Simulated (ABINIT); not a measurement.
# Pd (Fm-3m) in ABINIT: notebook, part 2 of 2

ABINIT 10.8.3 (patched build).

## 3. Equation of state, revPBE+D3(BJ)

File run.abi:

```
# Datasets: one volume each
ndtset 7
getwfk -1
scalecart1 3*0.9795861087
scalecart2 3*0.9864848297
scalecart3 3*0.9932883884
scalecart4 3*1.0000000000
scalecart5 3*1.0066227096
scalecart6 3*1.0131594038
scalecart7 3*1.0196128224

# Pseudopotentials
pp_dirpath "./"
pseudos "Pd.GGA_PBE-JTH.xml"

# Structure
acell 2.7527666992 2.7527666992 2.7527666992 Angstrom
rprim
     0.0000000000     0.7071067812     0.7071067812
     0.7071067812     0.0000000000     0.7071067812
     0.7071067812     0.7071067812     0.0000000000
ntypat 1
znucl 46
natom 1
typat 1
xred
     0.0000000000     0.0000000000     0.0000000000

# Plane-wave basis
ecut 23.0
pawecutdg 45.0

# k points
kptopt 1
ngkpt 12 12 12
nshiftk 1
shiftk 0.0 0.0 0.0

# Exchange and correlation
ixc 14
vdw_xc 7

# Bands and occupations
nband 13
occopt 3
tsmear 0.05 eV

# SCF cycle
nstep 100
tolvrs 1.0e-9

# Output
iomode 3
prtwf 1
prtden 0
prteig 0
prtebands 0
```

Potentials or basis: JTH PAW PBE v2.0.

On the command line:

```
> abinit run.abi > log 2>&1
```

Run time: 1.9 min. Hardware: 1 thread of Intel Xeon 6975P-C (Granite Rapids), shared host; peak memory 0.15 GiB.

It converged, with:

| Quantity | Value |
| --- | --- |
| Equilibrium volume | 14.41 Å³/atom |
| Bulk modulus | 196 GPa |
| Pressure derivative of the bulk modulus | 4.5 (rough: it moves with the points fitted) |

Energy against volume, from the lowest point:
| volume (Å³/atom) | energy (meV/atom) |
| --- | --- |
| 13.865 | 13.22 |
| 14.160 | 2.35 |
| 14.455 | 0.00 |
| 14.750 | 4.78 |
| 15.045 | 15.94 |
| 15.340 | 32.81 |
| 15.635 | 55.21 |

Caveat: pressures at fixed basis lie under the slope of the energies; the PAW data sets were made with another functional, which shifts forces and pressure a little.

## 4. Band structure, BLYP

File run.abi:

```
ndtset 2

pp_dirpath "./"
pseudos "Pd.GGA_PBE-JTH.xml"

acell 3*1.0 Angstrom
rprim
     0.0000000000     1.9465000000     1.9465000000
     1.9465000000     0.0000000000     1.9465000000
     1.9465000000     1.9465000000     0.0000000000
ntypat 1
znucl 46
natom 1
typat 1
xred
     0.0000000000     0.0000000000     0.0000000000

ecut 23.0
pawecutdg 45.0

ixc -106131

occopt 3
tsmear 0.05 eV

nstep 100

iomode 3
prtwf 0
prteig 0
prtebands 0
enunit 1
prtden1 1

kptopt1 1
ngkpt1 12 12 12
nshiftk1 1
shiftk1 0.0 0.0 0.0
nband1 13
tolvrs1 1.0e-9

iscf2 -2
getden2 1
nband2 17
nbdbuf2 2
tolwfr2 1.0e-12
kptopt2 -9
ndivsm2 8
prteig2 1
kptbounds2
     0.0000000000     0.0000000000     0.0000000000
     0.5000000000     0.0000000000     0.5000000000
     0.5000000000     0.2500000000     0.7500000000
     0.3750000000     0.3750000000     0.7500000000
     0.0000000000     0.0000000000     0.0000000000
     0.5000000000     0.5000000000     0.5000000000
     0.6250000000     0.2500000000     0.6250000000
     0.5000000000     0.2500000000     0.7500000000
     0.5000000000     0.5000000000     0.5000000000
     0.3750000000     0.3750000000     0.7500000000
```

On the command line:

```
> abinit run.abi > log 2>&1
```

It took 38 s on 1 thread of Intel Xeon 6975P-C (Granite Rapids), shared host; peak memory 0.12 GiB.

The run converged. Its results:

| Property | Result |
| --- | --- |
| Free energy | -3503.6100 eV |
| Pressure | 18.2 GPa |
| Band gap on the k mesh | none (metal or under the smearing width) |
| Valence electrons inside the program's atomic spheres | Pd 16.95 (radii [1.3291] Å) |

Levels at the corners of the path, in eV from the Fermi level:
```
point  band 6  band 7  band 8  band 9  band 10  band 11  band 12  band 13
    Γ   -2.82   -2.82   -2.82   -1.22    -1.22    17.52    22.12    22.12
    X   -5.05   -0.05    0.31    0.31     3.62    10.74    13.33    13.33
    W   -3.31   -3.31   -1.31    0.31     9.10     9.10    10.25    11.89
    K   -4.06   -1.89   -0.94   -0.14     7.31     8.19    10.89    16.02
    Γ   -2.82   -2.82   -2.82   -1.22    -1.22    17.52    22.12    22.12
    L   -2.87   -2.87   -0.01   -0.01     1.36     7.29    16.92    21.12
    U   -4.06   -1.89   -0.94   -0.14     7.31     8.19    10.89    16.02
    W   -3.31   -3.31   -1.31    0.31     9.10     9.10    10.25    11.89
    L   -2.87   -2.87   -0.01   -0.01     1.36     7.29    16.92    21.12
    K   -4.06   -1.89   -0.94   -0.14     7.31     8.19    10.89    16.02
```

Caveat: so large a pressure means that the cell lies far from this level's equilibrium, or that cutoff or potentials fall short; the potentials were made for another functional, which shifts forces and pressure.

## 5. Band structure, LDA-VWN

run.abi, as its differences from that of step 4:

```diff
@@ -1,11 +1,14 @@
+# Datasets: ground state, then fixed potential
 ndtset 2
 
+# Pseudopotentials
 pp_dirpath "./"
-pseudos "Pd.GGA_PBE-JTH.xml"
+pseudos "Pd.upf"
 
-acell 3*1.0 Angstrom
+# Structure
+acell 2.7527666992 2.7527666992 2.7527666992 Angstrom
 rprim
-     0.0000000000     1.9465000000     1.9465000000
-     1.9465000000     0.0000000000     1.9465000000
-     1.9465000000     1.9465000000     0.0000000000
+     0.0000000000     0.7071067812     0.7071067812
+     0.7071067812     0.0000000000     0.7071067812
+     0.7071067812     0.7071067812     0.0000000000
 ntypat 1
@@ -14,10 +17,12 @@
 typat 1
-xred
+xcart
      0.0000000000     0.0000000000     0.0000000000
 
-ecut 23.0
-pawecutdg 45.0
+# Plane-wave basis
+ecut 41.0
 
-ixc -106131
+# Exchange and correlation
+ixc -1007
 
+# Bands and occupations
 occopt 3
@@ -25,4 +30,6 @@
 
+# SCF cycle
 nstep 100
 
+# Output
 iomode 3
@@ -34,2 +41,3 @@
 
+# Dataset 1
 kptopt1 1
@@ -39,4 +47,5 @@
 nband1 13
-tolvrs1 1.0e-9
+tolvrs1 1.0e-10
 
+# Dataset 2: bands along G-X-W-K-G-L-U-W-L-K
 iscf2 -2
@@ -49,2 +58,3 @@
 prteig2 1
+prtvol2 -3
 kptbounds2
```

Potentials or basis: PseudoDojo NC SR LDA v0.4.1 standard.

On the command line:

```
> abinit run.abi > log 2>&1
```

run.abo:

```text
.Version 10.8.3 of ABINIT
 DATASET    1 : space group Fm -3 m (#225); Bravais cF (face-center cubic)
================================================================================
 Values of the parameters that define the memory need for DATASET  1.
     intxc =       0    ionmov =       0      iscf =       7    lmnmax =       6
     lnmax =       6     mgfft =      30  mpssoang =       3    mqgrid =    3001
     natom =       1  nloc_mem =       1    nspden =       1   nspinor =       1
    nsppol =       1      nsym =      48    n1xccc =    2501    ntypat =       1
    occopt =       3   xclevel =       1
       mpw =        1283          nfft =       27000          nkpt =          72
================================================================================
================================================================================

 DATASET    2 : space group Fm -3 m (#225); Bravais cF (face-center cubic)
================================================================================
 Values of the parameters that define the memory need for DATASET  2.
     intxc =       0    ionmov =       0      iscf =      -2    lmnmax =       6
     lnmax =       6     mgfft =      30  mpssoang =       3    mqgrid =    3001
     natom =       1  nloc_mem =       1    nspden =       1   nspinor =       1
    nsppol =       1      nsym =      48    n1xccc =    2501    ntypat =       1
[... 1248 lines left out ...]
 -71.71960  -37.29288  -37.29169  -37.29169    5.01967    9.37300    9.39644    9.39644
  11.02195   11.04053   29.68863   34.23927   34.32442   34.32442   39.78276   42.38824
  42.40584
 kpt#   3, nband= 17, wtk=  1.00000, kpt=  0.0435  0.0000  0.0435 (reduced coord)
 -71.71858  -37.29860  -37.29387  -37.29387    5.08893    9.33468    9.42799    9.42799
  10.98210   11.05577   29.76256   33.97338   34.27529   34.27529   40.24395   42.08402
  42.09563
 kpt#   4, nband= 17, wtk=  1.00000, kpt=  0.0652  0.0000  0.0652 (reduced coord)
 -71.71690  -37.30801  -37.29745  -37.29745    5.20322    9.27217    9.48038    9.48038
  10.91763   11.08094   29.88324   33.61236   34.18072   34.18072   40.92107   41.69361
  41.69363
 kpt#   5, nband= 17, wtk=  1.00000, kpt=  0.0870  0.0000  0.0870 (reduced coord)
[... 525 lines left out ...]
  12.02552   18.65740   19.72091   24.40467   29.34441   32.17763   41.80954   41.87064
  43.13549
 kpt# 137, nband= 17, wtk=  1.00000, kpt=  0.3929  0.3929  0.7143 (reduced coord)
 -71.64967  -37.61026  -37.53706  -37.40538    7.64890    8.32833    9.91381   11.03276
  12.02495   19.15788   19.78977   23.69953   28.89293   32.37466   41.81743   42.01473
  42.90411
 kpt# 138, nband= 17, wtk=  1.00000, kpt=  0.3839  0.3839  0.7321 (reduced coord)
 -71.64870  -37.61046  -37.54061  -37.41060    7.56750    8.19793   10.08174   11.19292
  12.04595   19.48933   19.88943   23.20286   28.47534   32.54362   41.24281   42.19927
  43.25214
 kpt# 139, nband= 17, wtk=  1.00000, kpt=  0.3750  0.3750  0.7500 (reduced coord)
 -71.64808  -37.61746  -37.53469  -37.41510    7.48980    8.07249   10.25539   11.31184
  12.09458   19.30905   20.26753   23.02216   28.10229   32.68403   40.55825   42.36713
  43.74362

== END DATASET(S) ==============================================================
================================================================================

 -outvars: echo values of variables after computation  --------
            acell      5.2019751500E+00  5.2019751500E+00  5.2019751500E+00 Bohr
           etotal1    -1.3497000740E+02
            fcart1    -0.0000000000E+00 -0.0000000000E+00 -0.0000000000E+00
            rprim      0.0000000000E+00  7.0710678120E-01  7.0710678120E-01
                       7.0710678120E-01  0.0000000000E+00  7.0710678120E-01
                       7.0710678120E-01  7.0710678120E-01  0.0000000000E+00
           strten1     3.0420636333E-04  3.0420636333E-04  3.0420636333E-04
                       0.0000000000E+00  0.0000000000E+00  0.0000000000E+00
 Calculation completed.
```

It took 37 s on 1 thread of Intel Xeon 6975P-C (Granite Rapids), shared host; peak memory 0.11 GiB.

Results:

* Free energy: -3672.7210 eV
* Pressure: -9.0 GPa
* Band gap on the k mesh: none (metal or under the smearing width)
* Valence electrons inside the program's atomic spheres: Pd 15.25 (radii [1.0584] Å)

Levels at the corners of the path, in eV from the Fermi level:
```csv
point,band 6,band 7,band 8,band 9,band 10,band 11,band 12,band 13
Γ,-2.86,-2.86,-2.86,-1.21,-1.21,17.42,22.10,22.10
X,-5.14,-0.02,0.31,0.31,3.27,10.69,13.16,13.16
W,-3.41,-3.41,-1.31,0.31,8.85,8.85,10.27,11.63
K,-4.17,-1.99,-0.93,-0.15,7.07,8.02,10.78,15.86
Γ,-2.86,-2.86,-2.86,-1.21,-1.21,17.42,22.10,22.10
L,-2.89,-2.89,0.00,0.00,0.96,7.23,16.75,21.10
U,-4.17,-1.99,-0.93,-0.15,7.07,8.02,10.78,15.86
W,-3.41,-3.41,-1.31,0.31,8.85,8.85,10.27,11.63
L,-2.89,-2.89,0.00,0.00,0.96,7.23,16.75,21.10
K,-4.17,-1.99,-0.93,-0.15,7.07,8.02,10.78,15.86
```

## 6. Overview

| task | level | potentials or basis | cutoff (eV) | fine-grid cutoff | gap on the mesh (eV) | pressure (GPa) |
| --- | --- | --- | --- | --- | --- | --- |
| band structure | rPW86PBE | JTH PAW PBE v2.0 | 626 | 1224.51 eV | none | 18.4 |
| equation of state | revPBE+D3(BJ) | JTH PAW PBE v2.0 | 626 | 1224.51 eV | - | - |
| band structure | BLYP | JTH PAW PBE v2.0 | 626 | 1224.51 eV | none | 18.2 |
| band structure | LDA-VWN | PseudoDojo NC SR LDA v0.4.1 standard | 1116 | - | none | -9.0 |

Alike in all rows: no spin polarisation; cell as given; k mesh 12 × 12 × 12; smearing fermi-dirac 0.05 eV.

Caveats: so large a pressure means that the cell lies far from this level's equilibrium, or that cutoff or potentials fall short (some runs); the potentials were made for another functional, which shifts forces and pressure (some runs); pressures at fixed basis lie under the slope of the energies (some runs); the PAW data sets were made with another functional, which shifts forces and pressure a little (some runs).

Total energies depend on the potentials used, so only differences within one code and one set of settings carry meaning.
